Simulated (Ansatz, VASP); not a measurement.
## One calculation of Cl, two programs

```xyz
1
Lattice="0.0000 2.1976 2.1976 2.1976 0.0000 2.1976 2.1976 2.1976 0.0000" Properties=species:S:1:pos:R:3 pbc="T T T"
Cl    0.0000    0.0000    0.0000
```

The real solid is made of molecules; this cell is a model form.

Alike in both runs: task single point; functional PBE; k mesh 15 × 15 × 15; occupations fermi-dirac, width 0.05 eV; no spin polarisation.

|  | VASP | Ansatz |
| --- | --- | --- |
| version | VASP 6.6.1 | Ansatz 0.2.0 |
| potentials or method | VASP PAW PBE potentials, release 64 (Cl), cutoff 520 eV | all-electron LAPW, scalar-relativistic |

VASP gave:

| Quantity | Value |
| --- | --- |
| pressure (GPa) | -0.1 |

**Question.** Which values does Ansatz return?

**Answer.** Pressure (GPa): 0.0.

Ansatz ran all-electron here, so the differences hold the error of VASP's frozen core and of both bases.

Caveats: an odd number of electrons without spin polarisation forces a metal; a magnetic or distorted state may lie lower.
